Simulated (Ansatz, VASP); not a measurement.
## Two plane-wave programs on TiB

```
Ti B
1.0
     0.00000    1.99595    2.20605
     1.99595    0.00000    2.20605
     1.99595    1.99595    0.00000
Ti B
1 1
Direct
  0.75000 0.75000 0.75000
  0.00000 0.00000 0.00000
```

Change from the starting cell: strain -0.050 along x and y, +0.050 along z, atoms carried along.

Alike in both runs: task single point; functional PBEsol; k mesh 20 × 20 × 20; occupations gaussian, width 0.15 eV; no spin polarisation.

|  | VASP | Ansatz |
| --- | --- | --- |
| version | VASP 6.6.1 | Ansatz 0.2.0 |
| potentials or method | VASP PAW PBE potentials, release 64 (Ti_sv, B) | scalar-relativistic, plane waves, PAW |
| plane-wave cutoff (eV) | 520 | 420 |
| valence electrons in the cell | 15 | 15 |

VASP gave:

- gap on the k mesh at the Fermi level (eV): none
- pressure (GPa): 135.4
- largest component of the traceless stress (GPa): 13.66

**Question.** Estimate Ansatz's values.

**Answer.** gap on the k mesh at the Fermi level (eV): none; pressure (GPa): 135.6; largest component of the traceless stress (GPa): 13.74.

A gap of «none» marks a metal or a gap that the smearing closes. The functional is the same, so the differences come from potentials, cutoffs and numerics.

Caveats: the cell as given lies far from equilibrium; so large a pressure means that the cell lies far from this level's equilibrium, or that cutoff or potentials fall short (VASP); the potentials were made for another functional, which shifts forces and pressure (VASP).
